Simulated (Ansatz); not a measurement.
# Cs: energy and pressure over a range of volumes

How stiff is Cs, and at what volume does the pressure vanish? The cell is scaled evenly, atoms carried along, and solved with LAPW, PAW and all-electron datasets made for the crystal.

This is Cs in the hcp structure; at room conditions it is bcc.

Computed with Ansatz 0.2.0 (DFT PBE, scalar-relativistic, unless a step's input says otherwise).

### Step 1. The starting structure

Symmetry: P6_3/mmc, No. 194, hexagonal system. The conventional cell has a = 5.504 Å, b = 5.504 Å, c = 8.908 Å, α = 90.00°, β = 90.00°, γ = 120.00°.

Structure file:

```
CELL_PARAMETERS angstrom
5.50390 0.00000 0.00000
-2.75195 4.76652 0.00000
0.00000 0.00000 8.90801
ATOMIC_POSITIONS crystal
Cs 0.33333 0.66667 0.25000
Cs 0.66667 0.33333 0.75000
```

The cell was relaxed by PAW from a hypothetical start (hcp type); it needn't be the stable phase of this composition.

Atoms are numbered in the order of the input: Cs1, Cs2.

### Step 2. Volume × 0.96, LAPW

Contents of input.yaml:

```yaml
crystal:
  lattice:
    - [5.4295178991, 0.0, 0.0]
    - [-2.7147589495, 4.7021004309, 0.0]
    - [0.0, 0.0, 8.7876169619]
  atoms:
    - { symbol: Cs, position: [0.3333333333, 0.6666666667, 0.25] }
    - { symbol: Cs, position: [0.6666666667, 0.3333333333, 0.75] }
kpoints:
  mp_grid: { grid: [12, 12, 6] }
scf:
  occupations: { method: fermi_dirac, width: 0.05 }
hamiltonian:
  xc: pbe
  pseudopotentials: { kind: all_electron, lapw: { basis_error: 0.001 } }
output:
  forces: true
  stress: true
  eigenvalues: true
```

Launch:

```
$ ansatz run input.yaml --threads 1 --pin off --max-ram 2048MiB --backend cpu --events-out ev --progress --plain --runs-dir out
```

### Step 3. Volume × 0.96, PAW

input.yaml: that of step 2 with these lines changed.

```diff
@@ -14,3 +14,3 @@
   xc: pbe
-  pseudopotentials: { kind: all_electron, lapw: { basis_error: 0.001 } }
+  pseudopotentials: { kind: paw }
 output:
@@ -19 +19,2 @@
   eigenvalues: true
+  efg: { contact_densities: true }
```

### Step 4. Volume × 0.96, crystal datasets

input.yaml: that of step 3 with these lines changed.

```diff
@@ -14,3 +14,3 @@
   xc: pbe
-  pseudopotentials: { kind: paw }
+  pseudopotentials: { kind: all_electron, datasets: crystal }
 output:
```

### Step 5. Volume × 0.98, LAPW

Contents of input.yaml:

```yaml
crystal:
  lattice:
    - [5.4669640334, 0.0, 0.0]
    - [-2.7334820167, 4.7345297345, 0.0]
    - [0.0, 0.0, 8.848223132]
  atoms:
    - { symbol: Cs, position: [0.3333333333, 0.6666666667, 0.25] }
    - { symbol: Cs, position: [0.6666666667, 0.3333333333, 0.75] }
kpoints:
  mp_grid: { grid: [12, 12, 6] }
scf:
  occupations: { method: fermi_dirac, width: 0.05 }
hamiltonian:
  xc: pbe
  pseudopotentials: { kind: all_electron, lapw: { basis_error: 0.001 } }
output:
  forces: true
  stress: true
  eigenvalues: true
```

### Step 6. Volume × 0.98, PAW

input.yaml: that of step 5 with these lines changed.

```diff
@@ -14,3 +14,3 @@
   xc: pbe
-  pseudopotentials: { kind: all_electron, lapw: { basis_error: 0.001 } }
+  pseudopotentials: { kind: paw }
 output:
@@ -19 +19,2 @@
   eigenvalues: true
+  efg: { contact_densities: true }
```

### Step 7. Volume × 1.02, LAPW

Contents of input.yaml:

```yaml
crystal:
  lattice:
    - [5.5403548584, 0.0, 0.0]
    - [-2.7701774292, 4.7980880534, 0.0]
    - [0.0, 0.0, 8.9670054016]
  atoms:
    - { symbol: Cs, position: [0.3333333333, 0.6666666667, 0.25] }
    - { symbol: Cs, position: [0.6666666667, 0.3333333333, 0.75] }
kpoints:
  mp_grid: { grid: [12, 12, 6] }
scf:
  occupations: { method: fermi_dirac, width: 0.05 }
hamiltonian:
  xc: pbe
  pseudopotentials: { kind: all_electron, lapw: { basis_error: 0.001 } }
output:
  forces: true
  stress: true
  eigenvalues: true
```

### Step 8. Volume × 1.02, PAW

input.yaml: that of step 7 with these lines changed.

```diff
@@ -14,3 +14,3 @@
   xc: pbe
-  pseudopotentials: { kind: all_electron, lapw: { basis_error: 0.001 } }
+  pseudopotentials: { kind: paw }
 output:
@@ -19 +19,6 @@
   eigenvalues: true
+  efg: { contact_densities: true }
+  write_density: true
+  write_potential: true
+  elf: true
+  volumetric_format: npy
```

### Step 9. Volume × 1.04, LAPW

Contents of input.yaml:

```yaml
crystal:
  lattice:
    - [5.5763321968, 0.0, 0.0]
    - [-2.7881660984, 4.8292453424, 0.0]
    - [0.0, 0.0, 9.025234341]
  atoms:
    - { symbol: Cs, position: [0.3333333333, 0.6666666667, 0.25] }
    - { symbol: Cs, position: [0.6666666667, 0.3333333333, 0.75] }
kpoints:
  mp_grid: { grid: [12, 12, 6] }
scf:
  occupations: { method: fermi_dirac, width: 0.05 }
hamiltonian:
  xc: pbe
  pseudopotentials: { kind: all_electron, lapw: { basis_error: 0.001 } }
output:
  forces: true
  stress: true
  eigenvalues: true
```

### Step 10. Volume × 1.04, PAW

input.yaml: that of step 9 with these lines changed.

```diff
@@ -14,3 +14,3 @@
   xc: pbe
-  pseudopotentials: { kind: all_electron, lapw: { basis_error: 0.001 } }
+  pseudopotentials: { kind: paw }
 output:
@@ -19 +19,2 @@
   eigenvalues: true
+  efg: { contact_densities: true }
```

### Step 11. Volume × 1.04, crystal datasets

input.yaml: that of step 10 with these lines changed.

```diff
@@ -14,3 +14,3 @@
   xc: pbe
-  pseudopotentials: { kind: paw }
+  pseudopotentials: { kind: all_electron, datasets: crystal }
 output:
```

(Steps that only read results are left out.)

**Question.** What will these runs give? Wanted: equilibrium volume; bulk modulus (for each run or level that gives them).

As calculated:

```
                      quantity            value
     equilibrium volume (LAPW)  117.540 Å³/atom
           bulk modulus (LAPW)          1.9 GPa
its pressure derivative (LAPW)              3.5
      equilibrium volume (PAW)  117.500 Å³/atom
            bulk modulus (PAW)          1.9 GPa
 its pressure derivative (PAW)              3.5
```

By LAPW, the pressure vanishes at 117.54 Å³/atom (+0.6 % from the starting cell) and the bulk modulus there is 1.9 GPa (Birch-Murnaghan, third order). Shape and positions are held, so a fully relaxed modulus can be lower. PAW's volume lies -0.03 % and its modulus +0.1 % from LAPW's. No thermal or zero-point expansion is included. Spin-orbit coupling is left out, though the cell holds Cs; in elements this heavy it can shift bands and gaps by tenths of an eV.
